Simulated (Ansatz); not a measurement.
An input for Ansatz 0.2.0 (KCl (Sylvite)):

The input input.yaml:

```yaml
crystal:
  lattice:
    - [0.0, 3.14647, 3.14647]
    - [3.14647, 0.0, 3.14647]
    - [3.14647, 3.14647, 0.0]
  atoms:
    - { symbol: K, position_ang: [0.0, 0.0, 0.0] }
    - { symbol: Cl, position_ang: [3.14647, 3.14647, 3.14647] }
hamiltonian:
  xc: { exchange: b88, correlation: pbe }
  pseudopotentials: { kind: paw, accuracy: stringent }
kpoints:
  mp_grid: { grid: [7, 7, 7] }
scf:
  occupations: { method: fermi_dirac, width: 0.05 }
output:
  forces: true
  stress: true
  eigenvalues: true
```

Potentials or basis: SSSP precision PAW.

Command:

```bash
$ ansatz run input.yaml --threads 1 --pin off --max-ram 2560MiB --backend cpu --events-out ev --progress --plain --runs-dir out
```

**Question.** What does the program do with it?

**Answer.** The run stopped without a result. It printed:

Output:

```text
Error: no pseudopotential record for Cl at <dir> Nothing was run.
  By this build's list the table `kind: paw`, `accuracy: stringent` of `hamiltonian.pseudopotentials` has no Cl in this build's library.
Fix: take Cl from another table that serves this run, or name a record of your own for Cl alone.
  `kind`, and `accuracy` or `source` (`level` with this project's own files alone, `core` of norm-conserving files with no table named), under `hamiltonian.pseudopotentials` apply to every element of the deck. For PBE this build's library has files of Cl, which may not all serve this run, under
    kind: paw      source: ansatz or jth (the limits of `source: ansatz`: that key's Limitations)
    kind: nc       source: spms, or accuracy: standard or stringent
  To change Cl alone, name a record of the deck's `kind` under `hamiltonian.pseudopotentials.azcp`, as `Cl: <path>` (`python -m ansatz.pseudopotential add <file.upf> <file.azcp>` makes one from a UPF file).
  `python` is the interpreter of the environment that holds the engine's wheel, or a checkout's `.venv/bin/python`.
```
